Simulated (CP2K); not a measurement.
Crystal: Os.

```
CELL_PARAMETERS angstrom
2.73410 0.00000 0.00000
-1.36705 2.36780 0.00000
0.00000 0.00000 4.31970
ATOMIC_POSITIONS crystal
Os 0.66667 0.33333 0.75000
Os 0.33333 0.66667 0.25000
```

Base run:

| Quantity | Value |
| --- | --- |
| Program | CP2K 2026.2 |
| Functional | PBE |
| Potentials or basis | POTENTIAL_UZH Os GTH-PBE-q16; ccGRB-D basis |
| Density cutoff | 6123 eV |
| k mesh | 11 × 11 × 6 |
| Occupations | fermi-dirac, width 0.05 eV |
| Spin | no spin polarisation |

Its results: band gap on the k mesh none (metal or under the smearing width); pressure 7.7 GPa.

The run is repeated on the same cell with these changes: potentials or basis from POTENTIAL_UZH Os GTH-PBE-q16; ccGRB-D basis to POTENTIAL_UZH Os GTH-PBE-q16; TZVP-MOLOPT-PBE-GTH basis; basis sets from Os ccGRB-D-q16 to Os TZVP-MOLOPT-PBE-GTH-q16. What comes out?

Band gap on the k mesh none (metal or under the smearing width); pressure 6.9 GPa.

Caveats: the basis of atomic orbitals isn't converged, which shifts pressures, moduli and gaps.
